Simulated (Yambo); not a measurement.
# PbS in Yambo: convergence with bands in self energy

PbS:

```
CELL_PARAMETERS angstrom
2.07995 -5.99130 0.00000
2.07995 5.99130 0.00000
0.00000 0.00000 4.27932
ATOMIC_POSITIONS crystal
Pb 0.13056 0.86944 0.25000
Pb 0.86944 0.13056 0.75000
S 0.35480 0.64520 0.25000
S 0.64520 0.35480 0.75000
```

Measurements of this composition are mostly on another form, of space group No. 225.

| Item | Value |
| --- | --- |
| Program | Yambo 5.3.0 |
| Task | G0W0 quasiparticle levels |
| Functional | PBEsol |
| Potentials or basis | PseudoDojo 0.4.1 SR PBEsol standard |
| Cutoff | 762 eV |
| Density cutoff | 3048 eV |
| k mesh | 4 × 4 × 4 |
| Occupations | fixed |
| Spin | no spin polarisation |
| k mesh of the self-consistent run | 8 × 8 × 6 |
| Random integration of the Coulomb term | yes |
| Direction of the field or of q to 0 | x + y + z |
| Broadening | 0.1 eV |
| States corrected | Γ and the k points of the band edges |
| Frequency dependence of W | plasmon pole |
| Terminator of the band sum in the self-energy | none |
| Quasiparticle equation | linearised (Newton) |
| Imaginary frequency of the plasmon-pole fit | 27.2114 eV |
| Bands in the response | 170 |
| Bands in the self-energy | 40 |
| Cutoff of the response matrix | 6 Ry |
| Cutoff of exchange and Vxc | 56 Ry |
| Bands corrected (first, last) | [20, 22] |

These are the settings of the first run; the series varies bands in self energy, with any setting tied to it.

**Question.** The values tried are 40, 60, 100, 170, loosest first. From which on does the quasiparticle gap at the points computed stay within 0.05 eV of the tightest run that finished?

**Answer.** From 100 on.

```
bands in self energy  quasiparticle gap at the points computed (eV)
                  40                                          1.176
                  60                                          1.255
                 100                                          1.298
                 170                                          1.341
```

The tightest run that finished is the yardstick and may itself not be fully converged.

Caveat, for the tightest run too: the potentials hold a filled d shell without the s and p states of that shell, which can shift GW gaps by tenths of an eV, either way; this version prints the column dSc/dw multiplied by 27.2; the quasiparticle gap listed is the Kohn-Sham gap on the denser mesh of the self-consistent run plus the correction found on the GW mesh, so it differs from the gap in the log; spin-orbit coupling is left out, which as a rule narrows the gap of such compounds by several tenths of an eV.
